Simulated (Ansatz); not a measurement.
**How fast does S move in HfS$_{2}$?**

The calculation used Ansatz 0.2.0, DFT PBE+D3(BJ), scalar-relativistic, plane waves, PAW. Run with 420 eV cutoff, 3×3×3 k-mesh, Gaussian smearing of 0.02 eV, no spin polarisation.

Host crystal, relaxed:

```
Hf S
1.0
     3.60586    0.00000    0.00000
    -1.80293    3.12277    0.00000
     0.00000    0.00000    5.77039
Hf S
1 2
Direct
  0.00000 0.00000 0.00000
  0.66667 0.33333 0.74761
  0.33333 0.66667 0.25239
```

In a supercell of 12 host sites, interstitial S hops to an equivalent place, moving 1.29 Å. Climbing-image nudged elastic band at fixed cell; the order of the saddle wasn't checked, and the small cell leaves errors of about a tenth of an eV.

Spin-orbit coupling is left out, which matters for the bands and energies of heavy elements.

| image | path (Å) | E − E(0) (eV) |
| --- | --- | --- |
| 0 | 0.00 | 0.000 |
| 1 | 0.38 | 0.105 |
| 2 | 0.76 | 0.361 |
| 3 | 1.14 | 0.105 |
| 4 | 1.52 | 0.000 |

What are the barriers forward and back, and what attempt frequency does the shape suggest?

Forward 0.36 eV, back 0.36 eV, the ends being level. For a sinusoidal profile E_b sin²(πx/l), with the S atom alone moving, ν = (1/l)√(E_b/2m) = 5.7×10¹² s⁻¹, within an order of magnitude of the customary 10¹³ s⁻¹; a true prefactor needs the vibrations at the minimum and at the saddle.

With ν = 10¹³ s⁻¹, give the forward jump rate along this one path, the wait 1/k for that jump, the diffusivity D ≈ l²k and the distance √(Dt) covered in an hour at 300, 600 and 1000 K, taking the host as solid throughout.

k = ν exp(−E_b/k_BT):
```csv
T (K),k (1/s),wait (s),D (cm²/s),√(Dt) in 1 h (nm)
300,8.8×10⁶,1.1×10⁻⁷,1.5×10⁻⁹,2.3×10⁴
600,9.4×10⁹,1.1×10⁻¹⁰,1.6×10⁻⁶,7.5×10⁵
1000,1.5×10¹¹,6.6×10⁻¹²,2.6×10⁻⁵,3.0×10⁶
```

D = l²k holds for six equivalent jumps in three dimensions (z l²k/6) and is a scale otherwise. Long-range transport needs a connected net of such jumps, and traps slow it. D is that of an interstitial already there; self-diffusion in the crystal is slower by the defects' share of the sites. An error of 0.1 eV in the barrier changes k by a factor of 48 at 300 K and 3.2 at 1000 K.

Cost: 1 run of about 6.2 core-minutes, on Intel Xeon 6975P-C (Granite Rapids) (shared hosts).